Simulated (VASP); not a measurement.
# BN: training a force field on the fly

BN, F-43m (no. 216), 64 atoms in the cell. PBE, machine-learned force field trained on the fly; PAW potentials N, B (PBE set).

## Input

INCAR.step1:
```
SYSTEM = BN
PREC = Normal
ENCUT = 450
EDIFF = 1E-5
LREAL = Auto
ALGO = Fast
NELMIN = 4
NELM = 100
ISYM = 0
ISMEAR = 0
SIGMA = 0.05
LWAVE = .False.
LCHARG = .False.
IBRION = 0
ISIF = 2
TEBEG = 1280
POTIM = 2.0
RANDOM_SEED = 111046 0 0
MDALGO = 1
ANDERSEN_PROB = 0.1
NSW = 80
ML_LMLFF = .True.
ML_MODE = train
ML_CTIFOR = 1E-6
ML_ICRITERIA = 0
ML_NMDINT = 1
```

INCAR.step2:
```
SYSTEM = BN
PREC = Normal
ENCUT = 450
EDIFF = 1E-5
LREAL = Auto
ALGO = Fast
NELMIN = 4
NELM = 100
ISYM = 0
ISMEAR = 0
SIGMA = 0.05
LWAVE = .False.
LCHARG = .False.
IBRION = 0
ISIF = 2
TEBEG = 768
POTIM = 2.0
RANDOM_SEED = 778440 0 0
MDALGO = 3
LANGEVIN_GAMMA = 10 10
NSW = 1500
TEEND = 1600
ML_LMLFF = .True.
ML_MODE = train
ML_CTIFOR = 0.02
```

INCAR.step3:
```
SYSTEM = BN
PREC = Normal
ENCUT = 450
EDIFF = 1E-5
LREAL = Auto
ALGO = Fast
NELMIN = 4
NELM = 100
ISYM = 0
ISMEAR = 0
SIGMA = 0.05
LWAVE = .False.
LCHARG = .False.
ML_LMLFF = .True.
ML_MODE = refit
```

INCAR.step4:
```
SYSTEM = BN
PREC = Normal
ENCUT = 450
ISYM = 0
ISMEAR = 0
SIGMA = 0.05
LWAVE = .False.
LCHARG = .False.
ML_LMLFF = .True.
ML_MODE = run
NWRITE = 2
IBRION = -1
NSW = 0
```

INCAR.step5:
```
SYSTEM = BN
PREC = Normal
ENCUT = 450
EDIFF = 1E-5
LREAL = Auto
ALGO = Fast
NELMIN = 4
NELM = 100
ISYM = 0
ISMEAR = 0
SIGMA = 0.05
LWAVE = .False.
LCHARG = .False.
```

INCAR.step6:
```
SYSTEM = BN
PREC = Normal
ENCUT = 450
ISYM = 0
ISMEAR = 0
SIGMA = 0.05
LWAVE = .False.
LCHARG = .False.
ML_LMLFF = .True.
ML_MODE = run
NWRITE = 0
IBRION = 2
NSW = 300
EDIFFG = -2E-4
ISIF = 2
```

INCAR.step9, as INCAR.step6 but for:
```
- IBRION = 2
- NSW = 300
- EDIFFG = -2E-4
+ IBRION = 6
+ NFREE = 2
+ POTIM = 0.01
+ NSW = 1
+ PHON_LMC = .True.
+ PHON_NSTRUCT = -1
```

KPOINTS:
```
k-points
0
Gamma
  1 1 1
```

POSCAR.step1:
```
BN
1.0
    7.2520040000      0.0000000000      0.0000000000
    0.0000000000      7.2520040000      0.0000000000
    0.0000000000      0.0000000000      7.2520040000
N B
32 32
Direct
    0.1318043600      0.1243934400      0.3734654500
    0.1260806400      0.1202938600      0.8757951500
    0.1358619700      0.6098110700      0.3788366700
    0.1270559900      0.6167551700      0.8703693200
    0.6283982700      0.1230727400      0.3778070300
    0.6110341700      0.1228611200      0.8861193200
    0.6289975000      0.6189931700      0.3787063300
    0.6191190900      0.6222819100      0.8702655700
    0.1332753900      0.3695906800      0.1241607800
    0.1224493300      0.3781345400      0.6198058300
    0.1337533200      0.8784726900      0.1236083700
    0.1186480400      0.8892596200      0.6208550500
    0.6264706400      0.3729655700      0.1305704800
    0.6354754000      0.3695172800      0.6263908800
    0.6235908700      0.8766215500      0.1293620500
    0.6348591500      0.8694926100      0.6336692100
    0.3708931500      0.1217654900      0.1358734300
    0.3656953900      0.1373999200      0.6272854200
    0.3796661100      0.6187468700      0.1187435400
    0.3917568300      0.6210051500      0.6369548100
    0.8711900700      0.1318303400      0.1287943500
    0.8715116700      0.1318984300      0.6117617100
    0.8689361500      0.6247079600      0.1385104700
    0.8745106100      0.6367653300      0.6282690500
    0.3696120300      0.3697242300      0.3910323900
    0.3725175700      0.3857873200      0.8804390800
    0.3895877700      0.8711267800      0.3707195200
    0.3634389800      0.8726604300      0.8786848300
    0.8749148400      0.3775869200      0.3812742200
    0.8758463200      0.3708718900      0.8777928500
    0.8719361900      0.8624315400      0.3687180700
    0.8828270900      0.8735209400      0.8775622900
   -0.0003391400     -0.0168888600      0.0057230800
    0.0004975300      0.0008728900      0.4963546000
    0.0039668700      0.4967017200      0.0047909000
   -0.0024793000      0.5031440500      0.5042617800
    0.5033726300     -0.0058195000      0.0049204900
    0.5029602400     -0.0126842700      0.4965147200
    0.4959497900      0.5147544300     -0.0058139600
    0.4888597800      0.5043700900      0.4895451300
    0.0190428400      0.2458095500      0.2532404800
   -0.0044281400      0.2532366700      0.7703606200
    0.0002495500      0.7488324700      0.2511915100
    0.0019344200      0.7562803700      0.7647416800
    0.5115353000      0.2492950500      0.2472762100
    0.4902098000      0.2388418600      0.7422875900
    0.5020930600      0.7440985600      0.2573987500
    0.5001634500      0.7578090600      0.7529894000
    0.2473542100      0.0022707900      0.2520100700
    0.2479059600     -0.0091343500      0.7338153700
    0.2428055500      0.5151326200      0.2473480200
    0.2583966200      0.4908615000      0.7567548400
    0.7463782200      0.0054574400      0.2635634500
    0.7438056800      0.0053989700      0.7482497200
    0.7530046500      0.5032334700      0.2515123300
    0.7442487900      0.4987236500      0.7489525700
    0.2462843400      0.2640248800     -0.0090395400
    0.2553416300      0.2592624200      0.5094257400
    0.2426029700      0.7465403400      0.0025570400
    0.2539278100      0.7553148800      0.5038305100
    0.7495717600      0.2557422200     -0.0018873200
    0.7563493000      0.2500362600      0.5012720700
    0.7535585000      0.7479818100     -0.0146357400
    0.7473479900      0.7419888900      0.4934418400
```

Commands (each step's output is kept before the next begins):
```
cat potpaw_PBE.64/N/POTCAR potpaw_PBE.64/B/POTCAR > POTCAR
cp INCAR.step1 INCAR
cp POSCAR.step1 POSCAR
mpirun -np 4 vasp_gam > vasp.out
cp ML_ABN ../ML_AB
cp CONTCAR POSCAR
cp ../ML_AB ML_AB
cp INCAR.step2 INCAR
mpirun -np 4 vasp_gam > vasp.out
cp ML_ABN ../ML_AB
cp CONTCAR POSCAR
cp ../ML_AB ML_AB
cp INCAR.step3 INCAR
mpirun -np 4 vasp_gam > vasp.out
cp ML_FFN ../ML_FF
cp ../ML_FF ML_FF
rm ML_AB
cp INCAR.step4 INCAR
mpirun -np 4 vasp_gam > vasp.out
cp INCAR.step5 INCAR
mpirun -np 4 vasp_gam > vasp.out
cp INCAR.step6 INCAR
mpirun -np 4 vasp_gam > vasp.out
cp CONTCAR ../POSCAR.min
cp CONTCAR POSCAR
cp INCAR.step5 INCAR
mpirun -np 4 vasp_gam > vasp.out
cp INCAR.step4 INCAR
mpirun -np 4 vasp_gam > vasp.out
cp INCAR.step9 INCAR
mpirun -np 4 vasp_gam > vasp.out
cp DYNMATFULL ../DYNMATFULL
```

## Result

- Force error of the fit (eV/Å): 0.028
- Energy error of the fit (eV/atom): 0.0002

The training runs are MD at 768 to 1600 K, 3.2 ps in all.

Between the relaxed minimum and a frame of the training run, the force field gives 13.215 eV and DFT 13.228 eV.

ML_LOGFILE.step1:
```
# STATUS This line describes the overall status of each step.
# STATUS
# STATUS nstep ..... MD time step or input structure counter
# STATUS state ..... One-word description of step action
# STATUS             - "accurate"  (1) : Errors are low, force field is used
# STATUS             - "threshold" (2) : Errors exceeded threshold, structure is sampled from ab initio
# STATUS             - "learning"  (3) : Stored configurations are used for training force field
# STATUS             - "critical"  (4) : Errors are high, ab initio sampling and learning is enforced
# STATUS             - "predict"   (5) : Force field is used in prediction mode only, no error checking
# STATUS             - "predfast"  (6) : Prediction mode only, no error checking, no error estimates
# STATUS             - "interval"  (7) : Errors exceeded threshold, but too close to last sampling (ML_NMDINT)
# STATUS is ........ Integer representation of above one-word description (integer in parenthesis)
# STATUS doabin .... Perform ab initio calculation (T/F)
# STATUS iff ....... Force field available (T/F, False after startup hints to possible convergence problems)
[... 34 lines left out ...]
BEEF                   77   1.09055798E-06   1.11154307E-02   4.95865602E-03   1.00000000E-06   1.19094554E-01   9.65675924E-02
BEEF                   78   1.06364473E-06   1.05949730E-02   4.83661439E-03   1.00000000E-06   1.13096868E-01   9.39989368E-02
BEEF                   79   1.06352362E-06   1.13946497E-02   4.86830154E-03   1.00000000E-06   1.16712250E-01   9.66921883E-02
BEEF                   80   1.07357248E-06   1.16620763E-02   4.90434660E-03   1.00000000E-06   1.28499132E-01   1.02372536E-01
ERR                    77   2.39484245E-04   4.27111456E-02   7.81395985E-01
ERR                    78   2.39130054E-04   4.24554032E-02   7.81969447E-01
ERR                    79   2.45539775E-04   4.25756435E-02   7.93867895E-01
ERR                    80   2.41745858E-04   4.22273980E-02   7.83158687E-01
```

ML_LOGFILE.step2:
```
# STATUS This line describes the overall status of each step.
# STATUS
# STATUS nstep ..... MD time step or input structure counter
# STATUS state ..... One-word description of step action
# STATUS             - "accurate"  (1) : Errors are low, force field is used
# STATUS             - "threshold" (2) : Errors exceeded threshold, structure is sampled from ab initio
# STATUS             - "learning"  (3) : Stored configurations are used for training force field
# STATUS             - "critical"  (4) : Errors are high, ab initio sampling and learning is enforced
# STATUS             - "predict"   (5) : Force field is used in prediction mode only, no error checking
# STATUS             - "predfast"  (6) : Prediction mode only, no error checking, no error estimates
# STATUS             - "interval"  (7) : Errors exceeded threshold, but too close to last sampling (ML_NMDINT)
# STATUS is ........ Integer representation of above one-word description (integer in parenthesis)
# STATUS doabin .... Perform ab initio calculation (T/F)
# STATUS iff ....... Force field available (T/F, False after startup hints to possible convergence problems)
[... 32 lines left out ...]
SPRSC                1500        87        87 N        205       196 B        207       197
BEEF                 1497   1.20458094E-06   1.07961477E-02   4.87664214E-03   2.00000000E-02   1.66005366E-01   1.31019774E-01
BEEF                 1498   1.20598600E-06   1.09887470E-02   4.82287478E-03   2.00000000E-02   1.71785968E-01   1.37096076E-01
BEEF                 1499   1.19394923E-06   1.28664452E-02   4.88056057E-03   2.00000000E-02   1.94193761E-01   1.46357712E-01
BEEF                 1500   1.20410142E-06   1.28797580E-02   4.88853944E-03   2.00000000E-02   2.00457517E-01   1.49764767E-01
ERR                     0   2.38940309E-04   4.21383817E-02   7.82483222E-01
ERR                  1441   2.46290005E-04   3.96263164E-02   7.96098956E-01
ERR                  1500   2.34065593E-04   3.93496125E-02   8.05952128E-01
```

ML_LOGFILE.step3:
```
# STATUS This line describes the overall status of each step.
# STATUS
# STATUS nstep ..... MD time step or input structure counter
# STATUS state ..... One-word description of step action
# STATUS             - "accurate"  (1) : Errors are low, force field is used
# STATUS             - "threshold" (2) : Errors exceeded threshold, structure is sampled from ab initio
# STATUS             - "learning"  (3) : Stored configurations are used for training force field
# STATUS             - "critical"  (4) : Errors are high, ab initio sampling and learning is enforced
# STATUS             - "predict"   (5) : Force field is used in prediction mode only, no error checking
# STATUS             - "predfast"  (6) : Prediction mode only, no error checking, no error estimates
# STATUS             - "interval"  (7) : Errors exceeded threshold, but too close to last sampling (ML_NMDINT)
# STATUS is ........ Integer representation of above one-word description (integer in parenthesis)
# STATUS doabin .... Perform ab initio calculation (T/F)
# STATUS iff ....... Force field available (T/F, False after startup hints to possible convergence problems)
[... 19 lines left out ...]
# BEEF bee_max_stress ... Bayesian error estimate of stresses (max) (kB)
# BEEF bee_ave_stress ... Bayesian error estimate of stresses (average) (kB)
# BEEF              nstep       bee_energy    bee_max_force    bee_ave_force        threshold   bee_max_stress   bee_ave_stress
# BEEF                  2                3                4                5                6                7                8
# SPRSC This line shows the results of sparsification regarding the number
# SPRSC of reference structures and local reference configurations.
# SPRSC
STATUS                  0  learning  3      T      F         0         0
STATUS                  1  accurate  1      F      T         1         1
SPRSC                   0        87        87 N        196       196 B        197       197
ERR                     0   1.77106416E-04   2.81384584E-02   4.44637705E-01
```

VASP 6.6.1 took 1098 s on 4 cores (Intel Xeon Platinum 8488C (Sapphire Rapids)), a shared host.
